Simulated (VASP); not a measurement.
Here is a VASP 6.6.1 calculation.

File INCAR:

```
SYSTEM = Pd
  PREC = Accurate
  ENCUT = 400
  EDIFF = 1E-7
  ISMEAR = 1
  SIGMA = 0.1
  LREAL = Auto
  LASPH = .True.
  NELM = 100
  ALGO = Normal
  ISIF = 2
  LWAVE = .False.
  LCHARG = .False.
  GGA = PE
  IVDW = 12
  IBRION = 2
  NSW = 120
  EDIFFG = -0.03
  ISYM = 0
  KPAR = 4
```

Contents of KPOINTS:

```
regular mesh
0
Gamma
  6 6 1
  0 0 0
```

POSCAR

```
Pd
1.0
    5.5012907576      0.0000000000      0.0000000000
    2.7506453788      4.7642575497      0.0000000000
    0.0000000000      0.0000000000     20.9917850943
Pd
12
Selective dynamics
Direct
    0.1666666667      0.1666666667      0.1190942070  F F F
    0.6666666667      0.1666666667      0.1190942070  F F F
    0.1666666667      0.6666666667      0.1190942070  F F F
    0.6666666667      0.6666666667      0.1190942070  F F F
    0.8333333333      0.3333333333      0.2260833238  F F F
    0.3333333333      0.3333333333      0.2260833238  F F F
    0.8333333333      0.8333333333      0.2260833238  F F F
    0.3333333333      0.8333333333      0.2260833238  F F F
    0.0000000000      0.0000000000      0.3330724406  T T T
    0.5000000000      0.0000000000      0.3330724406  T T T
    0.0000000000      0.5000000000      0.3330724406  T T T
    0.5000000000      0.5000000000      0.3330724406  T T T
```

Potentials or basis: VASP PAW PBE potentials, release 64 (Pd).

Command:

```bash
$ cat potpaw_PBE.64/Pd/POTCAR > POTCAR
$ mpirun -np 4 vasp_std > vasp.out
```

(1) What does it give for the energy gained by relaxing?

(2) Predict the dispersion energy per atom.

(3) What does it give for the band gap on the k mesh?

Answers

(1) 0.6 meV/atom.

(2) -0.447 eV.

(3) none (metal or under the smearing width).
